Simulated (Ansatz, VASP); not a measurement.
**Two plane-wave programs on MgSe**

```
CELL_PARAMETERS angstrom
0.00000 2.72501 2.72501
2.72501 0.00000 2.72501
2.72501 2.72501 0.00000
ATOMIC_POSITIONS crystal
Mg 0.00000 0.00000 0.00000
Se 0.50000 0.50000 0.50000
```

Alike in both runs: functional PBEsol; k mesh 8 × 8 × 8; occupations fermi-dirac, width 0.02 eV; no spin polarisation.

Ansatz relaxed the structure, and its values are those at the end. VASP's run is a single point on that final structure, the one shown.

|  | VASP | Ansatz |
| --- | --- | --- |
| version | VASP 6.6.1 | Ansatz 0.2.0 |
| potentials or method | VASP PAW PBE potentials, release 64 (Mg, Se) | PAW with Ansatz's default frozen-core files, scalar-relativistic |
| plane-wave cutoff (eV) | 520 | 420 |
| valence electrons in the cell | 8 | 26 |

```csv
,VASP,Ansatz,Ansatz less VASP
pressure (GPa),-0.1,0.0,+0.07
```

The two sets of potentials don't hold the same shells in valence.

Caveats: the PAW data sets were made with another functional, which shifts forces and pressure a little (VASP). A k mesh can miss the band edges.
